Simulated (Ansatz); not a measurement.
## BaTiO3 (model cell, started as cubic perovskite with Ti in the octahedra): a soft mode frozen in

Wanted: the energy along a soft mode of BaTiO3 (model cell, started as cubic perovskite with Ti in the octahedra) and the structure at the end.

Program: Ansatz 0.2.0. Level of theory: DFT PBEsol, scalar-relativistic, plane waves, PAW; PAW set soft_1. Results are calculated unless marked as measured.

## (1) The starting structure

It takes space group Pm-3m (No. 221, cubic). The conventional cell has a = 3.970 Å, b = 3.970 Å, c = 3.970 Å, α = 90.00°, β = 90.00°, γ = 90.00°. Ba has 12 O at 2.81 Å nearest. Nearest to Ti lie 6 O at 1.99 Å. O has 2 Ti at 1.99 Å and 4 Ba at 2.81 Å nearest. Farther neighbours and most contacts between anions are not listed.

## (2) Phonons on a q mesh

The cell comes from relaxations at this level that are not shown. Stability and thermal properties need the whole zone. Linear response on a 4×4×4 q mesh gives force constants as far as a supercell of that size would, and the tensors from the zone-centre run are typed in so that the long-range dipole term is interpolated apart.

Input file input.yaml:

```yaml
crystal:
  lattice:
    - [3.9701498195, 0.0, 0.0]
    - [0.0, 3.9701498195, 0.0]
    - [0.0, 0.0, 3.9701498195]
  atoms:
    - { symbol: Ba, position: [0.0, 0.0, 0.0] }
    - { symbol: Ti, position: [0.5, 0.5, 0.5] }
    - { symbol: O, position: [0.5, 0.5, 0.0] }
    - { symbol: O, position: [0.5, 0.0, 0.5] }
    - { symbol: O, position: [0.0, 0.5, 0.5] }
kpoints:
  mp_grid: { grid: [8, 8, 8] }
hamiltonian:
  xc: pbesol
  pseudopotentials: { kind: paw, azcp: { folder: soft_1 }, xc_functional: pbe }
scf:
  occupations: { method: fixed }
output:
  eigenvalues: true
phonons:
  method: dfpt
  qmesh: [4, 4, 4]
  temperatures: { t_max: 1000, t_step: 50 }
  qpath:
    path:
      - [[0.0, 0.0, 0.0], [0.0, 0.5, 0.0], [0.5, 0.5, 0.0], [0.0, 0.0, 0.0], [0.5, 0.5, 0.5], [0.0, 0.5, 0.0]]
      - [[0.5, 0.5, 0.5], [0.5, 0.5, 0.0]]
    npoints: 10
  non_analytic_term:
    high_frequency_dielectric_tensor: [[6.7286, 0.0, 0.0], [0.0, 6.7286, 0.0], [0.0, 0.0, 6.7286]]
    born_effective_charges:
      - { species: Ba, tensor: [[2.7775, 0.0, 0.0], [0.0, 2.7775, 0.0], [0.0, 0.0, 2.7775]] }
      - { species: Ti, tensor: [[7.3419, 0.0, 0.0], [0.0, 7.3419, 0.0], [0.0, 0.0, 7.3419]] }
      - { species: O, tensor: [[-2.157, 0.0, 0.0], [0.0, -2.157, 0.0], [0.0, 0.0, -5.8054]] }
      - { species: O, tensor: [[-2.157, 0.0, 0.0], [0.0, -5.8054, 0.0], [0.0, 0.0, -2.157]] }
      - { species: O, tensor: [[-5.8054, 0.0, 0.0], [0.0, -2.157, 0.0], [0.0, 0.0, -2.157]] }
    source: "zone-centre run at this cell"
```

Command:

```bash
$ ansatz run input.yaml --threads 4 --pin off --max-ram 16384MiB --backend cpu --events-out ev --progress --plain --runs-dir out
```

Numbers of over 12 decimals in the logs are rounded to 6 here.

Log:

```text
Engine: ansatz 0.2.0, aarch64-unknown-linux-gnu
Pseudopotentials: kind: paw
Pseudopotential: Ba, paw, valence charge 10, recommended cutoff 420 eV (normal), soft_1/Ba.paw.azcp
Pseudopotential: Ti, paw, valence charge 12, recommended cutoff 420 eV (normal), soft_1/Ti.paw.azcp
Pseudopotential: O, paw, valence charge 6, recommended cutoff 420 eV (normal), soft_1/O.paw.azcp
Functional definition: PBEsol
  exchange = pbesol_x
  correlation = pbesol_c
Crystal: 5 atoms, lattice volume = 62.578 Å³
Basis set: ecut = 420 eV, 1237 PW (Γ), exchange–correlation on 54×54×54 points (8 copies of the dense FFT grid, shifted against one another)
Bands: 25, of which v1, the nominal top of the filled ones, is band 20 counted from 1 (19 counted from 0)
Symmetry: 48 space group operations
k-points: 35 of 512
Non-local potential: Ba, projectors of the file, l = 0: 3, l = 1: 2, l = 2: 2, l = 3: 2
Non-local potential: Ti, projectors of the file, l = 0: 3, l = 1: 2, l = 2: 3, l = 3: 1
Non-local potential: O, projectors of the file, l = 0: 2, l = 1: 2, l = 2: 1
PAW form: soft (Blöchl's): semilocal exchange-correlation on the pseudo side does not see the compensation charge
PAW frozen core: Ba, regenerated for the run's functional, and the local potential with it (the file was generated under x = pbe(κ = 0.804, μ = 0.219515), c = pbe(β = 0.066725))
PAW frozen core: Ti, regenerated for the run's functional, and the local potential with it (the file was generated under x = pbe(κ = 0.804, μ = 0.219515), c = pbe(β = 0.066725))
PAW frozen core: O, regenerated for the run's functional, and the local potential with it (the file was generated under x = pbe(κ = 0.804, μ = 0.219515), c = pbe(β = 0.066725))
PAW one-centre angular grid: Ba, 194 points (default); XC on 64 Gauss nodes
PAW one-centre angular grid: Ti, 590 points (default); XC on 64 Gauss nodes
PAW one-centre angular grid: O, 110 points (default); XC on 64 Gauss nodes
Initial density: superposition of atomic densities (chi_scale 0.1, normalization cell, long waves kept (reshape's long-wave potential 0.00 eV rms))
Initial wavefunctions: pseudopotential atomic-orbital guess
Functional: x = pbesol(κ = 0.804, μ = 0.123457), c = pbesol(β = 0.046)
SCF iter   1: F=—  HF=-10028.074330 eV  |F-HF|=—  |Δ(HF+E_count)|=         —  Δρ=5.64e-2  dr2=2.12e0  ethr=3.10e-3  ⟨swp⟩=4.6  Hψ=3362  notcnv=0  defer=80
preconditioner: auto → Resta (q_TF=auto, 2.532 Å⁻¹)  ε∞=5.9  [insulator: Δε(μ)=2.222 eV  Ē_g=11.632 eV  n_scr=18 (ndim 8)  ℏωp=25.7 eV  f_vac=0.000  ε∞_Penn≈5.9]
SCF iter   2: F=—  HF=-10027.687008 eV  |F-HF|=—  |Δ(HF+E_count)|=   3.87e-1  Δρ=2.34e-2  dr2=4.49e-1  ethr=3.10e-3  ⟨swp⟩=2.6  Hψ=1675  notcnv=0  defer=41
SCF iter   3: F=—  HF=-10027.628895 eV  |F-HF|=—  |Δ(HF+E_count)|=   5.81e-2  Δρ=8.75e-3  dr2=4.90e-2  ethr=1.12e-3  ⟨swp⟩=2.0  Hψ=1435  notcnv=0  defer=72
SCF iter   4: F=—  HF=-10027.632284 eV  |F-HF|=—  |Δ(HF+E_count)|=   3.39e-3  Δρ=9.79e-3  dr2=5.97e-2  ethr=1.23e-4  ⟨swp⟩=2.4  Hψ=1655  notcnv=0  defer=75
SCF iter   5: F=—  HF=-10027.621994 eV  |F-HF|=—  |Δ(HF+E_count)|=   1.03e-2  Δρ=1.41e-3  dr2=9.00e-4  ethr=1.23e-4  ⟨swp⟩=2.0  Hψ=1335  notcnv=0  defer=80
SCF iter   6: F=—  HF=-10027.622450 eV  |F-HF|=—  |Δ(HF+E_count)|=   4.56e-4  Δρ=1.87e-4  dr2=2.13e-5  ethr=2.25e-6  ⟨swp⟩=2.1  Hψ=1421  notcnv=0  defer=97
SCF iter   7: F=—  HF=-10027.622461 eV  |F-HF|=—  |Δ(HF+E_count)|=   1.07e-5  Δρ=6.04e-5  dr2=2.00e-6  ethr=5.31e-8  ⟨swp⟩=2.0  Hψ=1357  notcnv=0  defer=39
SCF iter   8: F=—  HF=-10027.622460 eV  |F-HF|=—  |Δ(HF+E_count)|=   2.87e-7  Δρ=9.33e-6  dr2=4.91e-8  ethr=5.01e-9  ⟨swp⟩=2.3  Hψ=1336  notcnv=0  defer=36
SCF iter   9: F=—  HF=-10027.622460 eV  |F-HF|=—  |Δ(HF+E_count)|=   2.27e-8  Δρ=1.96e-6  dr2=2.82e-9  ethr=1.23e-10  ⟨swp⟩=2.1  Hψ=1452  notcnv=0  defer=36
SCF iter  10: F=—  HF=-10027.622460 eV  |F-HF|=—  |Δ(HF+E_count)|=  3.87e-10  Δρ=4.08e-7  dr2=1.06e-10  ethr=7.05e-12  ⟨swp⟩=2.6  Hψ=1479  notcnv=0  defer=36
SCF iter  11: F=-10027.622460 eV  HF=-10027.622460 eV  |F-HF|=0.00e0  |Δ(HF+E_count)|=  3.64e-12  Δρ=6.69e-8  dr2=2.64e-12  ethr=1.00e-12  ⟨swp⟩=10.7  Hψ=5077  notcnv=0
SCF 1 converged in 11 iterations: F = -10027.622460 eV  dr2 = 2.64e-12
  greatest PAW one-centre occupation: 0.998 electrons in one spin orbital (limit 2), on the Ti atom at site 1 (counted from 0), in its partial waves of l = 0
NSCF: frozen V_eff on 35 k-points
NSCF: frozen V_eff on 125 k-points
DFPT response loops at q = (0, 0, 0) (fractional): preconditioner auto → none (the input reference at scf.mixing.eps_inf says where Resta's filter doesn't serve); β = 0.50; Broyden in place of MSR1
NSCF: frozen V_eff on 400 k-points
DFPT response loops at q = (0, 0, 0.25) (fractional): preconditioner auto → Resta (q_TF=auto, 2.532 Å⁻¹)  ε∞=5.7 (no band partly filled); β = 1.00, the filter's whole step (`scf.mixing.beta` (0.50) is not read by the response loops at its default; to damp them type it under 1.00, their step now; it binds the ground state too); Broyden in place of MSR1
NSCF: frozen V_eff on 250 k-points
DFPT response loops at q = (0, 0, -0.5) (fractional): mixed as the last ones told, above
NSCF: frozen V_eff on 640 k-points
DFPT response loops at q = (0, 0.25, 0.25) (fractional): mixed as the last ones told, above
NSCF: frozen V_eff on 400 k-points
DFPT response loops at q = (0, 0.25, -0.5) (fractional): mixed as the last ones told, above
NSCF: frozen V_eff on 250 k-points
DFPT response loops at q = (0, -0.5, -0.5) (fractional): mixed as the last ones told, above
NSCF: frozen V_eff on 1024 k-points
DFPT response loops at q = (0.25, 0.25, 0.25) (fractional): mixed as the last ones told, above
NSCF: frozen V_eff on 640 k-points
DFPT response loops at q = (0.25, 0.25, -0.5) (fractional): mixed as the last ones told, above
NSCF: frozen V_eff on 400 k-points
DFPT response loops at q = (0.25, -0.5, -0.5) (fractional): mixed as the last ones told, above
NSCF: frozen V_eff on 250 k-points
DFPT response loops at q = (-0.5, -0.5, -0.5) (fractional): mixed as the last ones told, above
SCF converged after 11 iterations
Free energy (F): -10027.622460 eV
Harris-Foulkes:  -10027.622460 eV  (|F-HF|=0.00e0)
Internal energy: -10027.622460 eV  (E = F + TS)
E sigma→0 (E₀):  -10027.622460 eV
Fermi energy:    10.471432 eV
--- Per-component energies (eV) ---
  E_band       = -131.058695
  E_kinetic    = 945.867596
  E_local      = -2139.799686  (includes V_loc(G=0)·N_el)
  E_nonlocal   = 310.760499
  E_hartree    = 821.911242
  E_xc         = -527.765352
  E_vxc        = -550.532329  (∫ρ·V_xc dr)
  E_paw        = -6595.139449  (= ΣΔE_a)
  E_vpaw       = -341.179415  (= ΣTr[D̂ρ^β])
  E_aug_tail   = 0.002221  (compensation charges beyond the density's cutoff)
  E_ewald      = -2843.856218
  E_core_change = 0.396686  (= ΣΔE_core)
  E_smearing   = -0.000000  (= −TS)
  E_closure    = -0.000000  (closes the sum)
  Σ components = -10027.622460   (vs F -10027.622460, Δ=0.00e0)
--- Band table (eV; the first three rows and the last of 35) ---
  k-point 0: bands = [... 16 lower, 9.3053, 10.4000, 10.4000, 10.4000, 12.2916, 12.2916, 12.2916, 14.6519, ... 1 higher]
  k-point 1: bands = [... 16 lower, 9.1666, 9.9915, 10.2784, 10.2784, 12.3116, 12.6274, 12.6274, 14.6536, ... 1 higher]
  k-point 2: bands = [... 16 lower, 8.8657, 9.2606, 10.0533, 10.0533, 12.3609, 13.3059, 13.3059, 14.6564, ... 1 higher]
  k-point 34: bands = [... 16 lower, 8.1407, 10.4714, 10.4714, 10.4714, 14.8521, 14.8521, 14.8521, 17.3389, ... 1 higher]
--- Phonons (Γ-DFPT): 4 representative perturbations + reference (Σ response iterations 12) ---
  ASR residual: 1.170e-4 → 0.000e0 eV/Å²; symmetrization residual: 4.756e-6 eV/Å²
  ASR residual per site (eV/Å²): 1.70e-5 9.22e-5 1.17e-4 1.17e-4 1.17e-4
  Γ frequencies (cm⁻¹): -187.83 -187.83 -187.83 0.00 0.00 0.00 172.22 172.22 172.22 280.11 280.11 280.11 466.98 466.98 466.98
--- Phonons (arbitrary-q DFPT): 10 irreducible q on the 4×4×4 mesh ---
  q = [0.0000, 0.0000, 0.0000] (star 1, of the zone-centre solve; hermiticity 1.54e-6, symmetrization 4.66e-13): -187.83 -187.83 -187.83 -0.00 -0.00 -0.00 172.22 172.22 172.22 280.11 280.11 280.11 466.98 466.98 466.98
  q = [0.0000, 0.0000, 0.2500] (star 6, 9 solved perturbations in 1560 linear systems a pass and spin channel, the states on 200 of 512 k-point pairs; hermiticity 1.71e-7, symmetrization 4.98e-14): -164.86 -164.86 83.58 83.58 116.94 181.23 181.23 227.57 303.64 303.65 303.65 453.41 453.41 482.96 664.63
  q = [0.0000, 0.0000, -0.5000] (star 3, 9 solved perturbations in 975 linear systems a pass and spin channel, the states on 125 of 512 k-point pairs; hermiticity 2.56e-7, symmetrization 2.04e-13): -149.96 -149.96 107.84 107.84 151.01 197.43 197.43 275.87 322.03 332.51 332.51 434.18 434.18 520.93 657.61
  q = [0.0000, 0.2500, 0.2500] (star 12, 9 solved perturbations in 2460 linear systems a pass and spin channel, the states on 320 of 512 k-point pairs; hermiticity 5.47e-7, symmetrization 1.82e-14): -144.32 83.30 102.25 121.28 210.14 216.97 242.66 256.29 285.11 317.67 351.79 437.60 457.15 481.50 687.98
  q = [0.0000, 0.2500, -0.5000] (star 12, 15 solved perturbations on 200 of 512 k-point pairs; hermiticity 3.58e-7, symmetrization 3.56e-14): -132.14 106.93 107.37 109.27 237.25 249.71 255.77 288.66 308.58 339.38 394.42 412.94 438.82 499.44 693.02
  q = [0.0000, -0.5000, -0.5000] (star 3, 9 solved perturbations in 975 linear systems a pass and spin channel, the states on 125 of 512 k-point pairs; hermiticity 3.88e-7, symmetrization 2.60e-14): -122.97 106.89 107.84 107.84 202.14 279.05 279.05 346.03 346.03 353.51 397.61 440.22 440.22 463.54 714.25
  q = [0.2500, 0.2500, 0.2500] (star 8, 4 solved perturbations in 1376 linear systems a pass and spin channel, the states on 512 of 512 k-point pairs; hermiticity 3.09e-7, symmetrization 2.85e-13): 102.37 102.37 109.58 210.56 210.56 242.96 247.53 247.53 288.36 364.50 364.50 442.36 442.36 472.01 710.89
  q = [0.2500, 0.2500, -0.5000] (star 12, 9 solved perturbations in 2460 linear systems a pass and spin channel, the states on 320 of 512 k-point pairs; hermiticity 2.13e-7, symmetrization 2.08e-13): 106.56 109.66 120.27 219.19 228.86 231.19 231.37 290.54 352.54 376.37 397.94 416.74 427.64 478.13 719.65
  q = [0.2500, -0.5000, -0.5000] (star 6, 9 solved perturbations in 1560 linear systems a pass and spin channel, the states on 200 of 512 k-point pairs; hermiticity 1.86e-7, symmetrization 1.42e-13): 119.88 120.01 120.01 190.63 224.41 224.41 244.08 378.38 378.38 380.58 386.82 430.45 430.45 443.04 735.55
  q = [-0.5000, -0.5000, -0.5000] (star 1, 4 solved perturbations in 350 linear systems a pass and spin channel, the states on 125 of 512 k-point pairs; hermiticity 8.51e-8, symmetrization 1.16e-13): 131.50 131.50 131.50 177.83 177.83 177.83 361.60 361.60 396.66 396.66 396.66 420.29 420.29 420.29 749.35
  sum rule: each row above includes the acoustic sum rule's correction from the zone centre's row sums; it moved no ω² by more than (1.41 cm⁻¹)²
  mesh force constants: q→R imaginary residual 2.40e-18; ASR residual 1.170e-4 → 0.000e0 eV/Å²; symmetrization residual 7.105e-15 eV/Å²
  interpolated dispersion: 63 rows × 15 modes
  density of states and harmonic sums: on the 16×16×16 q-mesh, interpolated from the force constants of a 4×4×4 supercell (with the dipole–dipole term of supplied tensors)
  largest difference from the sums on the solved wave vectors: F 5.51e-2 eV, S 7.07e-5 and C_V 2.07e-5 eV/K
  zero-point energy: 0.273456 eV/cell   skipped modes (ω ≤ 0): 121, of them read as no rigid motion or as one in doubt: 118 (6.157e-1 modes/cell left out, lowest -187.83 cm⁻¹)   left out of the sums: 4.11e-2 of the cell's modes: C_V's classical limit lies that fraction below 3 k_B per atom; for a crystal, a wire or a layer, F and S can be off by more, and a phonons.interpolated_qmesh denser along its periods is the remedy for the sampling
```

The job ended after 12 min (4 threads of Arm Neoverse V1, shared host; peak memory 2.2 GiB).

Reading the cycles: dr2 is the Hartree energy of the density residual (eV), the measure of convergence; HF is the Harris–Foulkes estimate of the energy, which meets the free energy F at convergence.

This step gave:

| Property | Result |
| --- | --- |
| gap on the k-mesh | 1.820 eV |
| volume per atom | 12.52 Å³ |
| sum-rule residual before enforcement | 1.17e-4 eV/Å² |
| lowest frequency on the path | -187.8 cm⁻¹ |
| point group | m-3m |
| highest frequency on the path or at a solved wavevector | 749.4 cm⁻¹ |
| highest optical mode at the zone centre (no LO-TO term) | 467.0 cm⁻¹ |
| lowest optical zone-centre mode | -187.8 cm⁻¹ |
| lowest mode on the q mesh (acoustic modes at Γ apart) | -187.8 cm⁻¹ |

Frequencies (cm⁻¹) solved at each irreducible wavevector; negative means imaginary. Frequencies by wavevector, by row:

```tsv
q in reciprocal lattice units	star	mode 1	mode 2	mode 3	mode 4	mode 13	mode 14	mode 15
0 0 0	1	-187.8	-187.8	-187.8	0	467	467	467
0 0 0.25	6	-164.9	-164.9	83.6	83.6	453.4	483	664.6
0 0 -0.5	3	-150	-150	107.8	107.8	434.2	520.9	657.6
0 0.25 0.25	12	-144.3	83.3	102.2	121.3	457.1	481.5	688
0 0.25 -0.5	12	-132.1	106.9	107.4	109.3	438.8	499.4	693
0 -0.5 -0.5	3	-123	106.9	107.8	107.8	440.2	463.5	714.2
0.25 0.25 0.25	8	102.4	102.4	109.6	210.6	442.4	472	710.9
0.25 0.25 -0.5	12	106.6	109.7	120.3	219.2	427.6	478.1	719.6
0.25 -0.5 -0.5	6	119.9	120	120	190.6	430.4	443	735.5
-0.5 -0.5 -0.5	1	131.5	131.5	131.5	177.8	420.3	420.3	749.4
```

Interpolated from a 4×4×4 q mesh, with the LO-TO term (at Γ the limit along the path; where Γ stands inside the path, tables give the limit on arrival). Phonon branches along the path, in cm⁻¹:

```tsv
point	branch 1	branch 2	branch 3	branch 4	branch 12	branch 13	branch 14	branch 15
Γ	-188	-188	0	0	450	467	467	660
halfway	-165	-165	84	84	453	453	483	665
X	-150	-150	108	108	434	434	521	658
halfway	-132	107	107	109	413	439	499	693
M	-123	107	108	108	440	440	464	714
halfway	-144	83	102	121	438	457	482	688
Γ	-188	-188	0	0	450	467	467	660
halfway	102	102	110	211	442	442	472	711
R	132	132	132	178	420	420	420	749
halfway	107	110	120	219	417	428	478	720
X	-150	-150	108	108	434	434	521	658
jump to R	132	132	132	178	420	420	420	749
halfway	120	120	120	191	430	430	443	736
M	-123	107	108	108	440	440	464	714
```

Symmetry leaves 10 wavevectors to solve. The lowest mode among them, the acoustic zeros apart, lies at Γ and is imaginary, 187.8i cm⁻¹, so the energy falls along it.

## (3) The mode frozen in, largest atomic shift 0 Å

The mode followed lies at q = (0, 0, -0.5) with frequency 150.0i cm⁻¹ and is 2-fold degenerate, one of the unstable modes though not the softest. At small amplitude the distorted cell has space group no. 51 by a symmetry search on the positions. The undistorted cell that holds it gives the zero of energy on the same k mesh.

System of this step: BaTiO3 (model cell, started as cubic perovskite with Ti in the octahedra). The structure is cubic, space group Pm-3m (No. 221). The conventional cell has a = 3.970 Å, b = 3.970 Å, c = 3.970 Å, α = 90.00°, β = 90.00°, γ = 90.00°. Ba has 12 O at 2.81 Å nearest. Ti has 6 O at 1.99 Å nearest. O has 2 Ti at 1.99 Å and 4 Ba at 2.81 Å nearest. Nearest to O lie 2 Ti at 1.99 Å and 4 Ba at 2.81 Å. Farther neighbours and most contacts between anions are not listed.

Input file input.yaml:

```yaml
crystal:
  lattice:
    - [3.9701498195, 0.0, 0.0]
    - [0.0, 3.9701498195, 0.0]
    - [0.0, 0.0, 7.940299639]
  atoms:
    - { symbol: Ba, position: [0.0, 0.0, 0.0] }
    - { symbol: Ba, position: [0.0, 0.0, 0.5] }
    - { symbol: Ti, position: [0.5, 0.5, 0.25] }
    - { symbol: Ti, position: [0.5, 0.5, 0.75] }
    - { symbol: O, position: [0.5, 0.5, 0.0] }
    - { symbol: O, position: [0.5, 0.5, 0.5] }
    - { symbol: O, position: [0.5, 0.0, 0.25] }
    - { symbol: O, position: [0.5, 0.0, 0.75] }
    - { symbol: O, position: [0.0, 0.5, 0.25] }
    - { symbol: O, position: [0.0, 0.5, 0.75] }
kpoints:
  mp_grid: { grid: [6, 6, 4] }
hamiltonian:
  xc: pbesol
  pseudopotentials: { kind: paw, azcp: { folder: soft_1 }, xc_functional: pbe }
scf:
  occupations: { method: gaussian, width: 0.02 }
output:
  forces: true
  stress: true
  eigenvalues: true
```

Log:

```text
[...]
Crystal: 10 atoms, lattice volume = 125.156 Å³
Basis set: ecut = 420 eV, 2459 PW (Γ), exchange–correlation on 54×54×108 points (8 copies of the dense FFT grid, shifted against one another)
Bands: 50, of which v1, the nominal top of the filled ones, is band 40 counted from 1 (39 counted from 0)
Symmetry: 32 space group operations
[...]
k-points: 30 of 144
[...]
k-point 0: bands = [... 36 lower, 9.8012, 10.4001, 10.4001, 10.4001, 12.2910, 12.2910, 12.2910, 12.4325, ... 4 higher]
  k-point 1: bands = [... 36 lower, 9.8698, 9.9916, 10.2786, 10.2786, 12.3110, 12.4110, 12.6269, 12.6269, ... 4 higher]
  k-point 2: bands = [... 36 lower, 10.0535, 10.0535, 10.0535, 10.0535, 12.3602, 12.3602, 13.3053, 13.3053, ... 4 higher]
  k-point 29: bands = [... 36 lower, 9.9558, 9.9558, 10.4465, 10.4465, 14.4747, 14.4747, 14.4747, 14.4747, ... 4 higher]
[key lines of the parts left out:]
SCF converged after 8 iterations
Free energy (F): -20055.244328 eV
Fermi energy:    11.381322 eV
P = ⅓ Tr σ = 0.0044 GPa (0.044 kbar)
```

Elapsed: 3.6 s, on 4 threads; peak memory 0.55 GiB; 14 s of CPU time.

This step gave:

```
pressure                         : 0.004411 GPa
gap on the k-mesh                : 1.819 eV
energy from the undistorted cell : 0 meV/atom
```

At this level the gap is 1.82 eV on the k-mesh of the self-consistent run, which can miss the band edges.

(Continued in part 2 of 3.)

[Logs are printed without paths, hosts, clocks, repeated set-up lines and the standing remarks that a program may print on its own settings, such as how far it seeks lower states.]

[Hosts, paths, dates, database ids (printed as entryN), source tags and the programs' standing remarks are cut or masked in the printed files.]
